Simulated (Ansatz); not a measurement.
# Barrier of one jump, Ba in BaS

The calculation used DFT PBE, scalar-relativistic, plane waves, PAW in Ansatz 0.2.0. Run with 420 eV cutoff, 2×2×2 k-mesh, Gaussian smearing of 0.02 eV, no spin polarisation.

In a supercell of 16 host sites, interstitial Ba hops to an equivalent place, moving 3.22 Å between the relaxed ends. Climbing-image nudged elastic band at fixed cell with images 0 (start) to 6 (end), the path measured over all atoms, converged to 0.05 eV/Å; the order of the saddle wasn't checked, and the small cell leaves errors of about a tenth of an eV.

Spin-orbit coupling is left out, which matters for the bands and energies of heavy elements.

Command:

```bash
ansatz run input.yaml --threads 4 --pin off --max-ram 8192MiB --backend cpu --events-out ev --progress --plain --runs-dir out
```

Input:

```yaml
crystal:
  lattice:
    - [6.4285179485, 0.0, 6.4285179485]
    - [0.0, -6.4285179485, 6.4285179485]
    - [6.4285179485, -6.4285179485, 0.0]
  atoms:
    - { symbol: Ba, position: [-0.0002138069, 0.4997408605, 0.4998674355] }
    - { symbol: Ba, position: [-0.0002020946, 0.0001666954, 0.4998853387] }
    - { symbol: Ba, position: [0.5001866909, 0.499783095, 0.4998413832] }
    - { symbol: Ba, position: [0.5195056688, 0.0195952347, 0.440895441] }
    - { symbol: Ba, position: [-0.0001866909, 0.4998333046, 1.0001146613] }
    - { symbol: Ba, position: [-0.0593831431, 0.0196539589, 1.0196457686] }
    - { symbol: Ba, position: [0.5197550642, 0.4403496646, 1.0197741148] }
    - { symbol: Ba, position: [0.5197318961, 0.0196631923, 1.0197558538] }
    - { symbol: S, position: [0.7549009802, 0.7349515536, 0.2549571068] }
    - { symbol: S, position: [0.7549006221, 0.2547277528, 0.2549606557] }
    - { symbol: S, position: [0.2457840609, 0.7457360497, 0.2623113568] }
    - { symbol: S, position: [0.2349768724, 0.2548109121, 0.2549505823] }
    - { symbol: S, position: [0.7620111021, 0.7458309324, 0.745900457] }
    - { symbol: S, position: [0.7549143983, 0.2548234514, 0.7349954406] }
    - { symbol: S, position: [0.2459183799, 0.745917654, 0.7459465148] }
    - { symbol: S, position: [0.2459371103, 0.2617336524, 0.7459610047] }
    - { symbol: Ba, position: [0.3749370759, 0.8746152803, 0.8753422723] }
basis:
  ecutwfc: 420
  xc_grid: 2
kpoints:
  mp_grid: { grid: [2, 2, 2], shift: [0.0, 0.0, 0.0] }
hamiltonian:
  xc: pbe
scf:
  occupations: { method: gaussian, width: 0.02 }
output:
  forces: true
neb:
  images: 5
  f_tol: 0.05
  max_iterations: 70
  order_check: false
  final_atoms:
    - { symbol: Ba, position: [-0.0200036556, 0.559104559, 0.4804943312] }
    - { symbol: Ba, position: [-0.0201211564, -0.0197741148, 0.4802449358] }
    - { symbol: Ba, position: [0.4998111692, 0.5001586168, 0.4998133091] }
    - { symbol: Ba, position: [0.5591509422, -0.0197558538, 0.4802681039] }
    - { symbol: Ba, position: [-0.000605511, 0.5001325645, 1.0002138069] }
    - { symbol: Ba, position: [-0.0200834156, -0.0196457686, 1.0593831431] }
    - { symbol: Ba, position: [0.4998499394, 0.5001146613, 1.0002020946] }
    - { symbol: Ba, position: [0.499761275, -0.0001146613, 1.0001866909] }
    - { symbol: S, position: [0.7448096406, 0.7450428932, 0.2450990198] }
    - { symbol: S, position: [0.7447332903, 0.2650045594, 0.2450856017] }
    - { symbol: S, position: [0.2645890306, 0.7450393443, 0.2450993779] }
    - { symbol: S, position: [0.2537424915, 0.254099543, 0.2379888979] }
    - { symbol: S, position: [0.7447383668, 0.7450494177, 0.7650231276] }
    - { symbol: S, position: [0.7377825487, 0.2540534852, 0.7540816201] }
    - { symbol: S, position: [0.2538314674, 0.7376886432, 0.7542159391] }
    - { symbol: S, position: [0.2536317673, 0.2540389953, 0.7540628897] }
    - { symbol: Ba, position: [0.1248946284, 1.1246577277, 0.6250629241] }
```

Course of the band:

| iteration | largest band force (eV/Å) | climbing image | energies over image 0 (eV) |
| --- | --- | --- | --- |
| 1 | 4.963 | none | 0.000 1.258 4.381 6.107 4.387 1.263 0.000 |
| 2 | 1.971 | none | 0.000 0.286 1.384 2.608 1.396 0.291 0.000 |
| 3 | 0.461 | 3 | 0.000 0.202 0.982 1.719 0.989 0.206 0.000 |
| 4 | 0.066 | 3 | 0.000 0.206 0.937 1.669 0.939 0.208 0.000 |
| 5 | 0.022 | 3 | 0.000 0.207 0.931 1.668 0.933 0.209 0.000 |

Final band:

```
image path (Å) E − E(0) (eV) Ba x (Å) Ba y (Å) Ba z (Å) force on Ba (eV/Å)
    0      0.00          0.000     8.037   -11.250     8.033                0.00
    1      0.69          0.207     7.619   -11.249     8.034                0.50
    2      1.37          0.931     7.080   -11.249     8.034                1.21
    3      2.06          1.668     6.428   -11.250     8.034                0.00
    4      2.74          0.933     5.776   -11.250     8.034                1.21
    5      3.42          0.209     5.238   -11.250     8.034                0.50
    6      4.10          0.000     4.821   -11.248     8.033                0.00
```

Barrier 1.67 eV. Time: 2.4 min on 4 threads of Intel(R) Xeon(R) Platinum 8488C (Sapphire Rapids), on a shared host, peak memory 2.9 GiB.